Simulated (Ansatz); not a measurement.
# Rb (Cmcm)

All numbers below come from DFT PBE, scalar-relativistic, plane waves, PAW in Ansatz 0.2.0.

Cutoff 420 eV; k points 8×10×4 on the computed 4-atom cell (Γ-centred); Gaussian smearing, width 0.10 eV; no spin polarisation.

The structure is relaxed at this level of theory with its symmetry kept. This form isn't the element's structure at ambient conditions.

```cif
data_structure
_symmetry_space_group_name_H-M 'P 1'
_symmetry_Int_Tables_number 1
_cell_length_a 4.9177
_cell_length_b 4.7826
_cell_length_c 16.0245
_cell_angle_alpha 90.000
_cell_angle_beta 90.000
_cell_angle_gamma 90.000
_cell_volume 376.89
loop_
_atom_site_label
_atom_site_type_symbol
_atom_site_fract_x
_atom_site_fract_y
_atom_site_fract_z
_atom_site_occupancy
Rb1 Rb 0.25009 0.25000 0.88160 1
Rb2 Rb 0.24991 0.75000 0.38160 1
Rb3 Rb 0.75009 0.25000 0.61840 1
Rb4 Rb 0.74991 0.75000 0.11840 1
```

- Space group: Cmcm (No. 63)
- Volume per atom: 94.22 Å³
- Formation energy from the elements' standard states (uncorrected): +0.030 eV/atom
- Kohn–Sham band gap: none (metal)
- Density of states at the Fermi level: 3.45 states/eV per cell
- Löwdin character within 0.5 eV of the Fermi level: Rb 5s 83 %, unprojected 16 %
- Bader charges (e): Rb (4 in the cell) 0.00

Cost: 1 run of about 3.1 core-minutes, on Arm Neoverse V1 (shared hosts).